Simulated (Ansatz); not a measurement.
SiNi3 in Ansatz: the effect of functional

SiNi3:

```xyz
4
Lattice="3.4697 0.0000 0.0000 0.0000 3.4697 0.0000 0.0000 0.0000 3.4697" Properties=species:S:1:pos:R:3 pbc="T T T"
Ni    1.7348    1.7348    0.0000
Ni    1.7348    0.0000    1.7348
Ni    0.0000    1.7348    1.7348
Si    0.0000    0.0000    0.0000
```

The cell isn't the ideal one: volume scaled by 0.94.

Alike in all runs:

| Quantity | Value |
| --- | --- |
| Program | Ansatz 0.2.0 |
| Task | single point |
| Potentials or basis | Ansatz PAW |
| k mesh | 8 × 8 × 8 |
| Occupations | fermi-dirac, width 0.05 eV |
| Spin | collinear spin, ferromagnetic start |
| Starting moments | [1.0, 1.0, 1.0, 0.0] μB |

Problem. One run gave: pressure -1.0 GPa; moment 0.12 μB. Which functional did it use?
A. r2SCAN
B. PBEsol
C. LDA

Solution. A.

```tsv
functional	cutoff	pressure (GPa)	moment (μB)
LDA	420 eV (not typed: the program's choice for these potentials)	-8.6	0.00
PBEsol	420 eV (not typed: the program's choice for these potentials)	-1.8	0.00
r2SCAN	500 eV (not typed: the program's choice for these potentials)	-1.0	0.12
```

Caveats: the PAW data sets come from PBE, with cores solved anew for the run's functional, which leaves a small shift of forces and pressure; the starting moments weren't kept; the magnetic or orbital state may not be the lowest (some runs).

Runs at the PBE level aren't shown here.
